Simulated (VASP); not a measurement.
# MoSe2 (P6_3/mmc) in VASP: notebook

One crystal, MoSe2, is run at these levels: PBE+D3(BJ); tasks: relaxation of cell and atoms.

Everything below comes from runs of VASP 6.6.1. Logs are shortened: lines on timing, memory, paths and dates and some standing lists are left out, and cuts for length are marked.

## (1) Starting point

It takes space group P6_3/mmc (No. 194, hexagonal). Conventional cell: a = 3.288 Å, b = 3.288 Å, c = 12.900 Å, α = 90.00°, β = 90.00°, γ = 120.00°. Mo (site symmetry -6m2) is surrounded by 6 Se at 2.49 Å. Around Se (site symmetry 3m) lie 3 Mo at 2.49 Å.

## (2) Relaxation of cell and atoms, PBE+D3(BJ)

INCAR reads:

```
PREC = Accurate ; ENCUT = 600
EDIFF = 1E-6 ; ISMEAR = 0
SIGMA = 0.03 ; LREAL = False
LASPH = True ; NELM = 80
ALGO = Normal ; ISIF = 3
LWAVE = False ; LCHARG = False
GGA = PE ; IVDW = 12
IBRION = 2 ; NSW = 90
EDIFFG = -0.01 ; KPAR = 2
```

KPOINTS reads:

```
Automatic mesh
0
Gamma
  9 9 2
```

POSCAR reads:

```
MoSe2
1.0
    3.2880000000      0.0000000000      0.0000000000
   -1.6440000000      2.8474915276      0.0000000000
    0.0000000000      0.0000000000     12.9000000000
Mo Se
2 4
Direct
    0.3333333333      0.6666666667      0.2500000000
    0.6666666667      0.3333333333      0.7500000000
    0.3333333333      0.6666666667      0.6250000000
    0.6666666667      0.3333333333      0.1250000000
    0.3333333333      0.6666666667      0.8750000000
    0.6666666667      0.3333333333      0.3750000000
```

Potentials or basis: VASP PAW PBE potentials, release 64 (Mo_sv, Se).

Started as:

```console
$ cat potpaw_PBE.64/Mo_sv/POTCAR potpaw_PBE.64/Se/POTCAR > POTCAR
$ mpirun -np 2 vasp_std > vasp.out
```

OUTCAR:

```text
PREC = Accurate
   ENCUT = 600
   EDIFF = 1E-6
   ISMEAR = 0
   LREAL = False
   LASPH = True
   NELM = 80
   ISIF = 3
   GGA = PE
   IVDW = 12
   IBRION = 2
   NSW = 90
   EDIFFG = -0.01
 IVDW          = 12

 ion  position               nearest neighbor table
   1  0.333  0.667  0.250-   4 2.49   6 2.49   4 2.49   6 2.49   4 2.49   6 2.49
   2  0.667  0.333  0.750-   3 2.49   5 2.49   3 2.49   5 2.49   3 2.49   5 2.49
   3  0.333  0.667  0.625-   2 2.49   2 2.49   2 2.49
   4  0.667  0.333  0.125-   1 2.49   1 2.49   1 2.49
   5  0.333  0.667  0.875-   2 2.49   2 2.49   2 2.49
   6  0.667  0.333  0.375-   1 2.49   1 2.49   1 2.49

  LATTYP: Found a hexagonal cell.
 ALAT       =     3.2880000000
 C/A-ratio  =     3.9233576642

  Lattice vectors:

 A1 = (   3.2880000000,   0.0000000000,   0.0000000000)
 A2 = (  -1.6440000000,   2.8474915276,   0.0000000000)
 A3 = (   0.0000000000,   0.0000000000,  12.9000000000)

Analysis of symmetry for initial positions (statically):
=====================================================================
 Subroutine PRICEL returns:
 Original cell was already a primitive cell.

 Routine SETGRP: Setting up the symmetry group for a
 hexagonal supercell.

 Subroutine GETGRP returns: Found 24 space group operations
 (whereof 12 operations were pure point group operations)
 out of a pool of 24 trial point group operations.

The static configuration has the point symmetry D_3d.
 The point group associated with its full space group is D_6h.

Analysis of symmetry for dynamics (positions and initial velocities):
=====================================================================
 Subroutine PRICEL returns:
 Original cell was already a primitive cell.

 Routine SETGRP: Setting up the symmetry group for a
 hexagonal supercell.

 Subroutine GETGRP returns: Found 24 space group operations
 (whereof 12 operations were pure point group operations)
 out of a pool of 24 trial point group operations.

The dynamic configuration has the point symmetry D_3d.
 The point group associated with its full space group is D_6h.

 Subroutine INISYM returns: Found 24 space group operations
 (whereof 12 operations are pure point group operations),
 and found     1 'primitive' translations

----------------------------------------------------------------------------------------

                                     Primitive cell

  volume of cell :     120.7769

  direct lattice vectors                    reciprocal lattice vectors
     3.288000000  0.000000000  0.000000000     0.304136253  0.175593148  0.000000000
    -1.644000000  2.847491528  0.000000000     0.000000000  0.351186295  0.000000000
     0.000000000  0.000000000 12.900000000     0.000000000  0.000000000  0.077519380

  length of vectors
     3.288000000  3.288000000 12.900000000     0.351186295  0.351186295  0.077519380

  position of ions in fractional coordinates (direct lattice)
     0.333333333  0.666666667  0.250000000
     0.666666667  0.333333333  0.750000000
     0.333333333  0.666666667  0.625000000
     0.666666667  0.333333333  0.125000000
     0.333333333  0.666666667  0.875000000
     0.666666667  0.333333333  0.375000000

  ion indices of the primitive-cell ions
   primitive index   ion index
                 1           1
                 2           2
                 3           3
                 4           4
                 5           5
                 6           6

----------------------------------------------------------------------------------------

 KPOINTS: Automatic mesh

Automatic generation of k-mesh.
 Grid dimensions read from file:
 generate k-points for:    9    9    2

 Generating k-lattice:

  Cartesian coordinates                     Fractional coordinates (reciprocal lattice)
     0.033792917  0.019510350  0.000000000     0.111111111  0.000000000  0.000000000
     0.000000000  0.039020699  0.000000000     0.000000000  0.111111111  0.000000000
     0.000000000  0.000000000  0.038759690     0.000000000  0.000000000  0.500000000

  Length of vectors
     0.039020699  0.039020699  0.038759690

  Shift w.r.t. Gamma in fractional coordinates (k-lattice)
     0.000000000  0.000000000  0.000000000

 Subroutine IBZKPT returns following result:
 ===========================================

 Found     24 irreducible k-points:

 Following reciprocal coordinates:
            Coordinates               Weight
  0.000000  0.000000  0.000000      1.000000
  0.111111  0.000000  0.000000      6.000000
  0.222222 -0.000000  0.000000      6.000000
  0.333333  0.000000  0.000000      6.000000
  0.444444 -0.000000  0.000000      6.000000
  0.111111  0.111111  0.000000      6.000000
[... 16 lines left out ...]
  0.333333  0.222222  0.500000     12.000000
  0.333333  0.333333  0.500000      2.000000
   k-points           NKPTS =     24   k-points in BZ     NKDIM =     24   number of bands    NBANDS=     31
   number of dos      NEDOS =    301   number of ions     NIONS =      6
   total plane-waves  NPLWV =  84672
   dimension x,y,z NGX =    28 NGY =   28 NGZ =  108
   dimension x,y,z NGXF=    56 NGYF=   56 NGZF=  216
   ions per type =               2   4
   NGX,Y,Z   is equivalent  to a cutoff of  14.16, 14.16, 13.92 a.u.
   NGXF,Y,Z  is equivalent  to a cutoff of  28.31, 28.31, 27.84 a.u.
 SYSTEM =  unknown system
   PREC   = accura    normal or accurate (medium, high low for compatibility)
   ISTART =      0    job   : 0-new  1-cont  2-samecut
   ICHARG =      2    charge: 1-file 2-atom 10-const
   ISPIN  =      1    spin polarized calculation?
   LNONCOLLINEAR =      F non collinear calculations
   LSORBIT =      F    spin-orbit coupling
   LASPH  =      T    aspherical Exc in radial PAW
   ENCUT  =  600.0 eV  44.10 Ry    6.64 a.u.   6.57  6.57 25.76*2*pi/ulx,y,z
   NELM   =     80;   NELMIN=  2; NELMDL= -5     # of ELM steps
   EDIFF  = 0.1E-05   stopping-criterion for ELM
   LREAL  =      F    real-space projection
   EDIFFG = -.1E-01   stopping-criterion for IOM
   NSW    =     90    number of steps for IOM
   IBRION =      2    ionic relax: 0-MD 1-quasi-New 2-CG
   NFREE  =      1    steps in history (QN), initial steepest desc. (CG)
   ISIF   =      3    stress and relaxation
   ISYM   =      2    0-nonsym 1-usesym 2-fastsym
   POTIM  = 0.5000    time-step for ionic-motion
   TEBEG  =    0.0;   TEEND  =   0.0 temperature during run
   PSTRESS=    0.0 pullay stress
   NELECT =      52.0000    total number of electrons
   NUPDOWN=      -1.0000    fix difference up-down
   EMIN   =  10.00;   EMAX   =-10.00  energy-range for DOS
   EFERMI =   0.00;   METHOD = LEGACY
   ISMEAR =     0;   SIGMA  =   0.03  broadening in eV -4-tet -1-fermi 0-gaus
   EFERMI_NEDOS =   21; number of points for ismear=-14 and -15
   IALGO  =     38    algorithm
   IMIX   =      4    mixing-type and parameters
     AMIX     =   0.40;   BMIX     =  1.00
     AMIX_MAG =   1.60;   BMIX_MAG =  1.00
  volume/ion in A,a.u.               =      20.13       135.84
  Fermi-wavevector in a.u.,A,eV,Ry     =   1.236179  2.336039 20.791580  1.528138
  Thomas-Fermi vector in A             =   2.370798
   LORBIT       =      0    0 simple, 1 ext, 2 COOP (PROOUT), +10 PAW based schemes
   GGA     = PE    functional components
   LHFCALC =     F    Hartree Fock is set to
   AEXX    =    0.0000 exact exchange contribution
   IVDW    =    12    specifies the selected vdW correction
   LEPSILON=     F    determine dielectric tensor
   LRPA    =     F    only Hartree local field effects (RPA)
 conjugate gradient relaxation of ions
 non-spin polarized calculation
 Gauss-broadening in eV      SIGMA  =   0.03
  energy-cutoff  :      600.00
  volume of cell :      120.78
 maximum number of plane-waves:      4085
 NGX is ok and might be reduce to    28
   NGX = 13   NGY = 13   NGZ = 51

--------------------------------------- Ionic step        1  -------------------------------------------

 number of electron      52.0000000 magnetization

 Free energy of the ion-electron system (eV)
  ---------------------------------------------------
  ext. energy  EPLUGINS =         0.00000000
  ---------------------------------------------------
  free energy    TOTEN  =       -39.72286923 eV

  energy without entropy =      -39.72286923  energy(sigma->0) =      -39.72286923

------------------------ aborting loop because EDIFF is reached ----------------------------------------

 Edisp (eV)   -2.81791

 E8    (eV) :    -1.2164

  FORCE on cell =-STRESS in cart. coord.  units (eV):
  Direction    XX          YY          ZZ          XY          YZ          ZX
  --------------------------------------------------------------------------------------
  -------------------------------------------------------------------------------------
  Total       2.00732     2.00732     6.19748     0.00000    -0.00000    -0.00000
  in kB      26.62825    26.62825    82.21330     0.00000    -0.00000    -0.00000
  external pressure =       45.16 kB  Pullay stress =        0.00 kB
[... 109 lines left out ...]
  FREE ENERGIE OF THE ION-ELECTRON SYSTEM (eV)
  ---------------------------------------------------
  free  energy   TOTEN  =       -42.6480674995 eV

  energy  without entropy=      -42.6480674995  energy(sigma->0) =      -42.64806750

[... ionic steps 4 to 11 ...]

--------------------------------------- Ionic step       12  -------------------------------------------

 number of electron      52.0000002 magnetization

------------------------ aborting loop because EDIFF is reached ----------------------------------------

 Edisp (eV)   -2.87569

 E8    (eV) :    -1.2406
[... 77 lines left out ...]
  energy  without entropy=      -42.6832728152  energy(sigma->0) =      -42.68327282

--------------------------------------- Ionic step       14  -------------------------------------------

 number of electron      52.0000002 magnetization

 Free energy of the ion-electron system (eV)
  ---------------------------------------------------
  ext. energy  EPLUGINS =         0.00000000
  ---------------------------------------------------
  free energy    TOTEN  =       -39.81140704 eV

  energy without entropy =      -39.81140704  energy(sigma->0) =      -39.81140704

 E-fermi :   6.9794     XC(G=0): -10.8318

 val. band max:        6.7250385891   @ k =   0.0000   0.0000   0.0000
 cond. band min:       7.5672989151   @ k =   0.2222   0.1111   0.0000
 fundamental gap:      0.8422603260
 Fermi energy:         6.9793555148

 k-point     1 :       0.0000    0.0000    0.0000
  band No.  band energies     occupation
      1     -54.4806      2.00000
      2     -54.4806      2.00000
      3     -28.6511      2.00000
      4     -28.6510      2.00000
      5     -28.4536      2.00000
      6     -28.4536      2.00000
[... 842 lines left out ...]
  FREE ENERGIE OF THE ION-ELECTRON SYSTEM (eV)
  ---------------------------------------------------
  free  energy   TOTEN  =       -42.6851719021 eV

  energy  without entropy=      -42.6851719021  energy(sigma->0) =      -42.68517190

 reached required accuracy - stopping structural energy minimisation
```

Wall time 8.6 min (2 MPI ranks of Intel Xeon Platinum 8488C (Sapphire Rapids), shared host); peak memory 0.35 GiB.

Results:

```
Free energy                            : -42.6852 eV
Relaxed volume                         : 19.74 Å³/atom
Relaxed cell                           : a = 3.279 Å, b = 3.279 Å, c = 12.725 Å, α = 90.00°, β = 90.00°, γ = 120.00°
Space group after relaxing (to 0.05 Å) : P6_3/mmc (No. 194)
Energy gained by relaxing              : 24.1 meV/atom
Ionic steps                            : 14
Pressure after relaxing                : 0.0 GPa
Band gap on the k mesh                 : 0.84 eV, indirect (least direct gap 1.46 eV)
Dispersion energy per atom             : -0.479 eV
```

The path:
```tsv
step	energy change (eV)	largest force (eV/Å)	pressure (GPa)	volume (Å³)
1	0.0000	1.1441	4.52	120.78
2	0.2308	1.2853	-9.26	130.92
3	-0.1073	0.1481	-1.23	124.27
4	-0.1075	0.1809	-1.04	124.14
5	-0.1225	0.1168	-0.28	122.48
6	-0.1232	0.0997	-0.06	122.02
7	-0.1275	0.0908	-0.06	121.61
8	-0.1379	0.0632	-0.04	120.35
9	-0.1435	0.0013	0.20	117.83
10	-0.1443	0.0241	0.12	118.56
11	-0.1444	0.0212	0.12	118.46
12	-0.1443	0.0191	0.13	118.39
13	-0.1425	0.1161	-0.76	118.94
14	-0.1444	0.0004	0.01	118.46
```

Final structure:
```cif
data_structure
_symmetry_space_group_name_H-M 'P 1'
_symmetry_Int_Tables_number 1
_cell_length_a 3.2787
_cell_length_b 3.2787
_cell_length_c 12.7250
_cell_angle_alpha 90.000
_cell_angle_beta 90.000
_cell_angle_gamma 120.000
_cell_volume 118.46
loop_
_atom_site_label
_atom_site_type_symbol
_atom_site_fract_x
_atom_site_fract_y
_atom_site_fract_z
_atom_site_occupancy
Mo1 Mo 0.33333 0.66667 0.25000 1
Mo2 Mo 0.66667 0.33333 0.75000 1
Se1 Se 0.33333 0.66667 0.61833 1
Se2 Se 0.66667 0.33333 0.11833 1
Se3 Se 0.33333 0.66667 0.88167 1
Se4 Se 0.66667 0.33333 0.38167 1
```

Levels at points of the mesh, in eV from the valence-band top:
```
           k point  band 23  band 24  band 25  band 26  band 27  band 28  band 29  band 30
(0.00, 0.00, 0.00)    -1.48    -1.19    -0.67     0.00     2.46     2.46     2.54     2.54
(0.00, 0.00, 0.50)    -1.51    -1.51    -0.16    -0.16     2.47     2.47     2.47     2.47
```

Caveat: an odd mesh through Γ misses points on the zone boundary, where band edges often lie.

## (3) Relaxation of cell and atoms, PBE+D3(BJ)

This run uses another cell than the first one, of 19.74 Å³/atom, 0.981 times its volume.

INCAR reads:

```
PREC = Accurate ; ENCUT = 600
EDIFF = 1E-7 ; ISMEAR = 0
SIGMA = 0.03 ; LREAL = False
LASPH = True ; NELM = 80
ALGO = Normal ; ISIF = 3
LWAVE = False ; LCHARG = False
GGA = PE ; IVDW = 12
IBRION = 2 ; NSW = 90
EDIFFG = -0.005 ; KPAR = 2
```

KPOINTS is that of step 2.

POSCAR reads:

```
MoSe2                                   
1.0
    3.2786626318      0.0000000000      0.0000000000
   -1.6393313159      2.8394051295     -0.0000000000
   -0.0000000000     -0.0000000000     12.7250115803
  Mo              Se            
     2     4
Direct
     0.3333333332999970    0.6666666667000030    0.2500000000000000
     0.6666666667000030    0.3333333332999970    0.7500000000000000
     0.3333333332999970    0.6666666667000030    0.6183309793989827
     0.6666666667000030    0.3333333332999970    0.1183309793989828
     0.3333333332999970    0.6666666667000030    0.8816690206010173
     0.6666666667000030    0.3333333332999970    0.3816690206010173
```

Potentials or basis: VASP PAW PBE potentials, release 64 (Mo_sv, Se).

Started as:

```console
$ cat potpaw_PBE.64/Mo_sv/POTCAR potpaw_PBE.64/Se/POTCAR > POTCAR
$ mpirun -np 2 vasp_std > vasp.out
```

Run time: 86 s. Hardware: 2 MPI ranks of Intel Xeon Platinum 8488C (Sapphire Rapids), shared host; peak memory 0.3 GiB.

The run converged. Its results:

* Free energy: -42.6844 eV
* Pressure after relaxing: 0.0 GPa
* Band gap on the k mesh: 0.84 eV, indirect (least direct gap 1.46 eV)
* Dispersion energy per atom: -0.479 eV

Final structure:
```cif
data_structure
_symmetry_space_group_name_H-M 'P 1'
_symmetry_Int_Tables_number 1
_cell_length_a 3.2787
_cell_length_b 3.2787
_cell_length_c 12.7250
_cell_angle_alpha 90.000
_cell_angle_beta 90.000
_cell_angle_gamma 120.000
_cell_volume 118.46
loop_
_atom_site_label
_atom_site_type_symbol
_atom_site_fract_x
_atom_site_fract_y
_atom_site_fract_z
_atom_site_occupancy
Mo1 Mo 0.33333 0.66667 0.25000 1
Mo2 Mo 0.66667 0.33333 0.75000 1
Se1 Se 0.33333 0.66667 0.61833 1
Se2 Se 0.66667 0.33333 0.11833 1
Se3 Se 0.33333 0.66667 0.88167 1
Se4 Se 0.66667 0.33333 0.38167 1
```

Levels at points of the mesh, in eV from the valence-band top:
```tsv
k point	band 22	band 23	band 24	band 25	band 26	band 27	band 28	band 29	band 30	band 31
(0.00, 0.00, 0.00)	-1.48	-1.48	-1.19	-0.67	0.00	2.46	2.47	2.54	2.56	2.60
(0.00, 0.00, 0.50)	-1.51	-1.51	-1.51	-0.16	-0.16	2.47	2.47	2.47	2.47	2.75
```

Caveat: the relaxation stopped at its first step, so nothing moved; an odd mesh through Γ misses points on the zone boundary, where band edges often lie. A hybrid or GW would open this gap; PBE tends to underestimate it.
